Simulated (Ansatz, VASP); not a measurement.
## SiC: VASP beside Ansatz

The input INCAR:

```
SYSTEM = SiC
ALGO = Normal ; EDIFF = 1E-6
ENCUT = 520 ; GGA = PE
ISIF = 2 ; ISMEAR = 0
LASPH = .TRUE. ; LCHARG = .FALSE.
LREAL = Auto ; LWAVE = .FALSE.
NBANDS = 46 ; NELM = 100
PREC = Accurate ; SIGMA = 0.01
```

Contents of KPOINTS:

```
k-points
0
G
  3 3 3
  0 0 0
```

The input POSCAR:

```
SiC
1.0
    0.0000000000      4.3797259393     -4.3797259393
    4.3797259393      4.3797259393      0.0000000000
    4.3797259393      0.0000000000     -4.3797259393
Si C
8 8
Direct
    0.1250000000      0.1250000000      0.1250000000
    0.1250000000      0.6250000000      0.1250000000
    0.6250000000      0.1250000000      0.1250000000
    0.6250000000      0.6250000000      0.1250000000
    0.1250000000      0.1250000000      0.6250000000
    0.1250000000      0.6250000000      0.6250000000
    0.6250000000      0.1250000000      0.6250000000
    0.6250000000      0.6250000000      0.6250000000
    0.0000000000      0.0000000000      0.5000000000
    0.0000000000      0.5000000000      0.5000000000
    0.5000000000      0.0000000000      0.5000000000
    0.5000000000      0.5000000000      0.5000000000
    0.0000000000      0.0000000000      1.0000000000
    0.0000000000      0.5000000000      1.0000000000
    0.5000000000      0.0000000000      1.0000000000
    0.5000000000      0.5000000000      1.0000000000
```

Input for Ansatz:

```yaml
crystal:
  lattice:
    - [0.0, 4.3797259393, -4.3797259393]
    - [4.3797259393, 4.3797259393, 0.0]
    - [4.3797259393, 0.0, -4.3797259393]
  atoms:
    - { symbol: Si, position: [0.125, 0.125, 0.125] }
    - { symbol: Si, position: [0.125, 0.625, 0.125] }
    - { symbol: Si, position: [0.625, 0.125, 0.125] }
    - { symbol: Si, position: [0.625, 0.625, 0.125] }
    - { symbol: Si, position: [0.125, 0.125, 0.625] }
    - { symbol: Si, position: [0.125, 0.625, 0.625] }
    - { symbol: Si, position: [0.625, 0.125, 0.625] }
    - { symbol: Si, position: [0.625, 0.625, 0.625] }
    - { symbol: C, position: [0.0, 0.0, 0.5] }
    - { symbol: C, position: [0.0, 0.5, 0.5] }
    - { symbol: C, position: [0.5, 0.0, 0.5] }
    - { symbol: C, position: [0.5, 0.5, 0.5] }
    - { symbol: C, position: [0.0, 0.0, 1.0] }
    - { symbol: C, position: [0.0, 0.5, 1.0] }
    - { symbol: C, position: [0.5, 0.0, 1.0] }
    - { symbol: C, position: [0.5, 0.5, 1.0] }
basis:
  ecutwfc: 420
  xc_grid: 2
kpoints:
  mp_grid: { grid: [3, 3, 3], shift: [0.0, 0.0, 0.0] }
hamiltonian:
  xc: pbe
scf:
  occupations: { method: gaussian, width: 0.01 }
output:
  forces: true
  stress: true
  eigenvalues: true
```

Alike in both runs: task single point; functional PBE; k mesh 3 × 3 × 3; occupations gaussian, width 0.01 eV; no spin polarisation.

|  | VASP | Ansatz |
| --- | --- | --- |
| version | VASP 6.6.1 | Ansatz 0.2.0 |
| potentials or method | VASP PAW PBE potentials, release 64 (Si, C) | scalar-relativistic, plane waves, PAW |
| plane-wave cutoff (eV) | 520 | 420 |
| valence electrons in the cell | 64 | 64 |

VASP gave:

```
gap on the k mesh at the Fermi level (eV) : 1.36
least direct gap on the mesh (eV)         : 1.36
pressure (GPa)                            : 0.0
```

Task: Estimate Ansatz's values.

Result: gap on the k mesh at the Fermi level (eV): 1.37; least direct gap on the mesh (eV): 1.37; pressure (GPa): 0.0.

The functional is the same, so the differences come from potentials, cutoffs and numerics.
